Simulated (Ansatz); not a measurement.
## Mo (Im-3m), a film clamped to a substrate

Level of theory: DFT PBEsol, scalar-relativistic, plane waves, PAW in Ansatz. The runs took a 420 eV cutoff, a Γ-centred 26×26×26 mesh and Gaussian smearing (0.15 eV). No spin polarisation. Energies are free energies at this smearing, counted from the undisturbed cell; pressure is positive in compression.

The undisturbed cell (relaxed at this level; with this scan's settings it stands at 0.1 GPa):

```
Mo
1.0
    -1.56465    1.56465    1.56465
     1.56465   -1.56465    1.56465
     1.56465    1.56465   -1.56465
Mo
1
Direct
  0.00000 0.00000 0.00000
```

The cell (1 atom, V0 = 15.32 Å³) is strained by p along both x and y and by q along z, fractional coordinates fixed. τp = (1/V0) ∂E/∂p = (σxx + σyy)(1 + p)(1 + q) and τq = (1/V0) ∂E/∂q = σzz(1 + p)², with tension positive.

| p | q | ΔE (meV/atom) | τp (GPa) | τq (GPa) |
| --- | --- | --- | --- | --- |
| 0.000 | 0.000 | 0.00 | -0.21 | -0.10 |
| -0.025 | 0.000 | 43.10 | -36.96 | -9.40 |
| 0.025 | 0.000 | 37.13 | 30.23 | 7.78 |
| 0.000 | -0.025 | 16.00 | -9.14 | -13.61 |
| 0.000 | 0.025 | 13.90 | 7.99 | 11.39 |

Task: Get the second derivatives of the energy density.

Result: Central differences give A = ∂τp/∂p = 1344 GPa (C11 + C22 + 2 C12), C = ∂τq/∂q = 500 GPa (C33) and the cross term B = ∂τq/∂p = 344 GPa (C13 + C23); ∂τp/∂q = 343 GPa must equal B, and any difference shows higher-order terms. The ions are clamped. In a cubic crystal C11 = C = 500, C12 = B/2 = 172 GPa and A should be 2(C11 + C12) = 1344 GPa; the bulk modulus is (C11 + 2 C12)/3 = 281 GPa.

Task: A film of this crystal grows with z along the normal on a substrate that imposes p. How does its thickness respond, and what does the misfit cost?

Result: Count p and q from the stress-free cell. A free surface needs τq = 0, so q = −(B/C) p = -0.69 p. The energy density left is (A − B²/C) p²/2 = M p², with the biaxial modulus M = 554 GPa; a misfit of 1 % costs 5.30 meV/atom, against 6.43 meV/atom if the thickness were held.

At p = 0.050 the energies along q are 123.8 (q = -0.050), 117.6 (q = -0.025), 139.8 (q = 0.000), 187.2 (q = 0.025), 256.3 (q = 0.050) meV/atom.

Task: Does the linear rule hold at this misfit?

Result: A parabola through the lowest point and its neighbours has its minimum at q = -0.032, 116.5 meV/atom. With the stress left in the starting cell, τp0 and τq0, linear elasticity gives q = −(τq0 + Bp)/C = -0.034 and E = V0(τp0 p + τq0 q + Ap²/2 + Bpq + Cq²/2)/N = 131.8 meV/atom. The energies differ by more than a tenth, so the quadratic law fails here: the gap holds the anharmonic part, with some error from the wide steps. Cubic terms also shift the vertex of so wide a parabola.

In a metal these slopes depend on the k mesh and the smearing.

Molybdenum resists the imposed misfit strongly, and letting the thickness relax recovers only a modest part of the energy: 5.30 instead of 6.43 meV/atom at 1 % misfit. The reason is that C12 is small beside C11, so stretching the plane pulls only weakly on the normal. The stiffness itself comes from a roughly half-filled d band, in which bonding states are largely occupied and antibonding ones largely empty. The bulk modulus of 281 GPa lies somewhat above experiment, probably because PBEsol overbinds slightly and the static lattice lacks thermal softening.

For both strain directions, compression costs more than equal extension, as expected when short-range repulsion steepens on approach while d-d overlap fades on separation. This explains why the quadratic law overestimates the energy at the large tensile misfit; for an equally large compressive one it would probably underestimate it. The constants serve for small misfits on a cube-face film, but other orientations also require the cubic shear constant, which these strains do not probe.
